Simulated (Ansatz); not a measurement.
# ScAl₃: distorted cells

Theory: Ansatz 0.2.0, DFT PBE, scalar-relativistic, plane waves, PAW.

Cutoff 420 eV; k points 10×10×10 on the computed 4-atom cell (Γ-centred); Gaussian smearing, width 0.10 eV; no spin polarisation.

Reference cell:

```yaml
crystal:
  lattice:
    - [4.08781, 0.00000, 0.00000]
    - [0.00000, 4.08781, 0.00000]
    - [0.00000, 0.00000, 4.08781]
  atoms:
    - { symbol: Sc, position: [0.00000, 0.00000, 0.00000] }
    - { symbol: Al, position: [0.50000, 0.00000, 0.50000] }
    - { symbol: Al, position: [0.00000, 0.50000, 0.50000] }
    - { symbol: Al, position: [0.50000, 0.50000, 0.00000] }
```

Each variant moves atoms of this cell by the vectors given, if any (Å), and then applies a symmetric strain (tensor components, Cartesian axes). The reference cell isn't relaxed at this level. Energies are per atom at zero smearing, counted from the lowest variant. Pressure is positive in compression.

1. strain (xx yy zz yz xz xy, %) 2.67 2.67 2.67 0.00 0.00 0.00
2. strain (xx yy zz yz xz xy, %) -0.62 -5.41 1.80 0.00 0.00 0.00; moves: Sc1 (0.000, 0.000, -0.011); Al2 (0.000, 0.000, 0.021); Al3 (0.000, 0.000, -0.044); Al4 (0.000, 0.000, 0.034)
3. strain (xx yy zz yz xz xy, %) -3.14 -3.14 -3.14 0.00 0.00 0.00
4. strain (xx yy zz yz xz xy, %) -3.89 -3.89 -3.89 0.00 0.00 0.00
5. strain (xx yy zz yz xz xy, %) 3.54 3.54 3.54 0.00 0.00 0.00
6. strain (xx yy zz yz xz xy, %) 0.83 0.83 0.83 0.00 0.00 0.00

```csv
result,ΔE (meV/atom),P (GPa),largest force (eV/Å)
A,87.8,14.90,0.00
B,58.2,11.71,0.00
C,36.0,-6.49,0.00
D,40.2,5.89,0.31
E,0.0,-1.02,0.00
F,19.0,-4.97,0.00
```

Task: Which variant gave which result?

Result: A is 4, B is 3, C is 5, D is 2, E is 6, F is 1. The pressure falls as the cell grows: from the smallest volume to the largest the variants are 4, 3, 2, 6, 1, 5.